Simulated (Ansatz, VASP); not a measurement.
Given: the input of a run of VASP 6.6.1 on SnO2 (Cassiterite). 

Contents of INCAR:

```
PREC = Accurate
ENCUT = 520
EDIFF = 1E-7
ISMEAR = -1
SIGMA = 0.05
LREAL = F
LASPH = T
NELM = 100
ALGO = Normal
ISIF = 2
LWAVE = F
LCHARG = F
GGA = PS
NBANDS = 35
KPAR = 2
```

KPOINTS

```
Automatic mesh
0
Gamma
  6 6 8
```

Contents of POSCAR:

```
SnO2
1.0
    4.7380000000      0.0000000000      0.0000000000
    0.0000000000      4.7380000000      0.0000000000
    0.0000000000      0.0000000000      3.1865000000
Sn O
2 4
Direct
    0.5000000000      0.5000000000      0.5000000000
    0.0000000000      0.0000000000      0.0000000000
    0.8071000000      0.1929000000      0.5000000000
    0.6929000000      0.6929000000      0.0000000000
    0.1929000000      0.8071000000      0.5000000000
    0.3071000000      0.3071000000      0.0000000000
```

Potentials or basis: VASP PAW PBE potentials, release 64 (Sn_d, O).

Run with:

```console
$ cat potpaw_PBE.64/Sn_d/POTCAR potpaw_PBE.64/O/POTCAR > POTCAR
$ mpirun -np 2 vasp_std > vasp.out
```

Task: Translate it to Ansatz 0.2.0. Potentials or basis there: all-electron LAPW, scalar-relativistic.

Result: As run (cutoffs and basis follow the program's own potentials, and thresholds, step limits or extra output files can differ):

input.yaml

```yaml
crystal:
  lattice:
    - [4.738, 0.0, 0.0]
    - [0.0, 4.738, 0.0]
    - [0.0, 0.0, 3.1865]
  atoms:
    - { symbol: Sn, position: [0.5, 0.5, 0.5] }
    - { symbol: Sn, position: [0.0, 0.0, 0.0] }
    - { symbol: O, position: [0.8071, 0.1929, 0.5] }
    - { symbol: O, position: [0.6929, 0.6929, 0.0] }
    - { symbol: O, position: [0.1929, 0.8071, 0.5] }
    - { symbol: O, position: [0.3071, 0.3071, 0.0] }
kpoints:
  mp_grid: { grid: [6, 6, 8] }
scf:
  occupations: { method: fermi_dirac, width: 0.05 }
hamiltonian:
  xc: pbesol
  pseudopotentials: { kind: all_electron, lapw: { basis_error: 0.001 } }
output:
  forces: true
  stress: true
  eigenvalues: true
  populations: true
```

Potentials or basis: all-electron LAPW, scalar-relativistic.

The run is started by

```console
$ ansatz run input.yaml --threads 4 --pin off --max-ram 12288MiB --backend cpu --events-out ev --progress --plain --runs-dir out
```

Both were run:

|  | VASP | Ansatz |
| --- | --- | --- |
| Pressure | 5.4 GPa | 4.7 GPa |
| Largest force | 0.229 eV/Å | 0.208 eV/Å |

VASP's potentials were made for PBE.

Where Ansatz's input types no cutoff or centring, it takes its own default and a Γ-centred mesh.

Pressure is positive in compression.
